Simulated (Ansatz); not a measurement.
ZrS₂ (CdI2 type), relaxed with r2SCAN+rVV10 in Ansatz 0.2.0. It is trigonal, P-3m1 (No. 164); a = 3.674 Å, c = 5.857 Å in the conventional setting, 22.83 Å³ an atom. Zr has 6 S at 2.57 Å; S has 3 Zr at 2.57 Å.

The axes x, y and z are those of this cell:
```
Zr S
1.0
     3.67440    0.00000    0.00000
    -1.83720    3.18212    0.00000
     0.00000    0.00000    5.85686
Zr S
1 2
Direct
  0.00000 0.00000 0.00000
  0.33333 0.66667 0.24623
  0.66667 0.33333 0.75377
```

Unstrained: PBE gives an indirect gap of 0.877 eV, from k = (-0.089, 0.042, 0) to L; the least direct gap is 1.502 eV at Γ. The r2SCAN gap is indirect, 1.181 eV (k = (-0.089, 0.042, 0) to L), below the direct gap of 1.811 eV at Γ. The HSE06 gap is indirect, 1.666 eV (k = (-0.089, 0.042, 0) to L), below the direct gap of 2.381 eV at Γ. Meshes: PBE 12×12×4, r2SCAN 12×12×4, HSE06 6×6×4. Strains are changes of length per length. After each strain the atoms were relaxed again with r2SCAN+rVV10 within the symmetry that the strain leaves, so tilts or polar shifts that break it weren't tested; points keep the names that they have in the unstrained zone. Calculated for a static, non-magnetic cell.

**Question.** Apply isotropic +3.0 % on every length. How far does the gap move, against the unstrained cell?

**Answer.** PBE: the gap goes from 0.877 to 1.159 eV (+0.282 eV); the edges go from (-0.089, 0.042, 0) → L to Γ–K (0.20) → L. r2SCAN: the gap goes from 1.181 to 1.468 eV (+0.287 eV); the edges go from (-0.089, 0.042, 0) → L to Γ–K (0.20) → L. HSE06: the gap goes from 1.666 to 1.987 eV (+0.321 eV); the edges go from (-0.089, 0.042, 0) → L to Γ–K (0.20) → L.

**Question.** Apply epitaxial +3.0 % in the xy plane, free normal strain -1.50 %. How far does the gap move, against the unstrained cell?

**Answer.** PBE: the gap goes from 0.877 to 1.006 eV (+0.129 eV); the edges go from (-0.089, 0.042, 0) → L to Γ → L. r2SCAN: the gap goes from 1.181 to 1.309 eV (+0.128 eV); the edges go from (-0.089, 0.042, 0) → L to Γ–K (0.03) → L. HSE06: the gap goes from 1.666 to 1.818 eV (+0.152 eV); the edges go from (-0.089, 0.042, 0) → L to Γ–K (0.03) → L.

**Question.** Apply uniaxial -3.0 % along z, other directions held. How far does the gap move, against the unstrained cell?

**Answer.** PBE: the gap goes from 0.877 to 0.728 eV (-0.149 eV); the edges go from (-0.089, 0.042, 0) → L to Γ → L. r2SCAN: the gap goes from 1.181 to 1.026 eV (-0.155 eV); the edges go from (-0.089, 0.042, 0) → L to Γ → L. HSE06: the gap goes from 1.666 to 1.499 eV (-0.167 eV); the edges go from (-0.089, 0.042, 0) → L to Γ → L.

**Question.** Estimate what isotropic -3.0 % on every length does to the gap.

**Answer.** PBE: the gap goes from 0.877 to 0.477 eV (-0.400 eV); the edges go from (-0.089, 0.042, 0) → L to Γ → L. r2SCAN: the gap goes from 1.181 to 0.772 eV (-0.409 eV); the edges go from (-0.089, 0.042, 0) → L to Γ → L. HSE06: the gap goes from 1.666 to 1.206 eV (-0.460 eV); the edges go from (-0.089, 0.042, 0) → L to Γ → L.

**Question.** Estimate what epitaxial -4.0 % in the xy plane, free normal strain +1.78 % does to the gap.

**Answer.** PBE: the gap goes from 0.877 to 0.484 eV (-0.393 eV); the edges go from (-0.089, 0.042, 0) → L to Γ → L. r2SCAN: the gap goes from 1.181 to 0.790 eV (-0.391 eV); the edges go from (-0.089, 0.042, 0) → L to Γ → L. HSE06: the gap goes from 1.666 to 1.219 eV (-0.447 eV); the edges go from (-0.089, 0.042, 0) → L to Γ → L.

Where an edge lies off the special points, it is a point of the mesh or the k point where a search put PBE's edge or least direct gap, reused for the other functionals, whose own edges may lie a little apart.

Coordinates of k points refer to the reciprocal vectors of the primitive cell of the runs.

The meshes of the hybrids are coarse, so their gaps aren't converged to the digits shown.
